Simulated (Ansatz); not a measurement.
A (100) slab of Ti (P6_3/mmc (No. 194)), 10 planes, outer planes Ti (top) and Ti (bottom), with 10 atoms (Ti10) in a surface cell of A = 13.666 Å², as cut from the bulk:

```xyz
10
Lattice="2.9385 0.0000 0.0000 0.0000 4.6506 0.0000 0.0000 0.0000 26.0274" Properties=species:S:1:pos:R:3 pbc="T T T"
Ti    0.0000    3.4880    7.5000
Ti    1.4692    1.1627    8.3483
Ti    1.4692    3.4880   10.0448
Ti    0.0000    1.1627   10.8930
Ti    0.0000    3.4880   12.5896
Ti    1.4692    1.1627   13.4378
Ti    1.4692    3.4880   15.1343
Ti    0.0000    1.1627   15.9826
Ti    0.0000    3.4880   17.6791
Ti    1.4692    1.1627   18.5274
```

Level of theory: DFT PBE, scalar-relativistic, plane waves, PAW in Ansatz. Cutoff 420 eV; k points 12×8×1 on the computed 10-atom cell (Γ-centred); Gaussian smearing, width 0.10 eV; no spin polarisation.

Against the same 10 atoms in the bulk, the slab as cut lies 3.528 eV higher and the relaxed slab 3.490 eV higher.

Q: Work out the surface energy before and after relaxation.

A: The slab has two faces, so γ = (E_slab − N·E_bulk)/(2A), the mean of both. As cut: 3.528/(2 × 13.666) = 0.1291 eV/Å², and 1 eV/Å² = 16.02 J/m², so γ = 2.07 J/m². Relaxed: 3.490/(2 × 13.666) = 0.1277 eV/Å² = 2.05 J/m². Relaxation recovers 1.1 % of the cost of cutting.

Q: What is the ideal work of this cut, per area?

A: Griffith's ideal work is 2γ: 4.14 J/m² if the new faces stay rigid, 4.09 J/m² if they relax. Other cuts parallel to this plane can cost less. One thickness was run, 10 planes, so γ can still shift with it.

Creating this prismatic face of hcp titanium costs 2.05 J/m² after relaxation, and almost all of that is the electronic price of lost neighbours. Titanium's cohesion comes largely from a partly filled d band whose bonding states are occupied. Lower coordination at the surface narrows the local d band and weakens that bonding. The remaining bonds strengthen somewhat in compensation, since metallic bond energy does not simply add up pair by pair.

The coordinates show that the cut runs through the wider of the two alternating interplanar gaps, leaving a closely spaced pair of planes at each face. Cutting between the members of such a pair would sever more nearest-neighbour contacts, so the termination chosen here is probably the cheaper of the two flat ones.

Relaxation recovers only 1.1 % of the cost, which suggests that atomic shifts can do little to replace the missing d bonding, though a small energy gain does not by itself prove small displacements. The ideal work is not a fracture energy for real titanium, where plastic deformation at a crack tip dissipates much more.
